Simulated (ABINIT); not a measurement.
Planning a run of ABINIT 10.8.3 on CdSe (F-43m). The input:

```
acell 3*1.0 Angstrom
rprim 
  -0.000000000000 3.070271198600 3.070271198600
  3.070271198600 -0.000000000000 3.070271198600
  3.070271198600 3.070271198600 -0.000000000000
ntypat 2
znucl 48 34
natom 2
typat 1 2
xred 
  0.000000000000 0.000000000000 0.000000000000
  0.750000000000 0.750000000000 0.750000000000
pp_dirpath "pseudos"
pseudos "Cd.upf, Se.upf"
ecut 48
ngkpt 6 6 6
nshiftk 1
shiftk 0 0 0
kptopt 1
chksymbreak 0
nband 27
occopt 1
tolvrs 1e-10
nstep 60
prtwf 0
indata_prefix "in"
outdata_prefix "out"
tmpdata_prefix "tmp"
```

```sh
OMP_NUM_THREADS=1 mpirun -n 4 abinit run.abi > log
```

**Question.** How long will it take on 4 MPI ranks of Arm Neoverse V1, shared host, and how much memory?

It took 38 s; on shared hardware allow 19 s to 75 s. Peak host memory was 0.41 GiB.

[Paths, hosts, dates, memory and timing lines, banners, echoed tables and standing remarks are left out of the program output.]

[Logs are printed without paths, hosts, clocks, repeated set-up lines and the standing remarks that a program may print on its own settings, such as how far it seeks lower states.]

[Runs of the session that timed out or met a known fault of the program may be left out.]

[Hosts, paths, dates, database ids (printed as entryN), source tags and the programs' standing remarks are cut or masked in the printed files.]

[G0W0 gaps are taken among the corrected bands and points alone; a level outside them can change the order at an edge.]

[Where Ansatz stands beside ABINIT at settings called matched, ABINIT's density can come from a denser mesh and the files from another edition; pairs whose starting gaps differed by over 0.03 eV were left out, so agreement reads better than it is.]
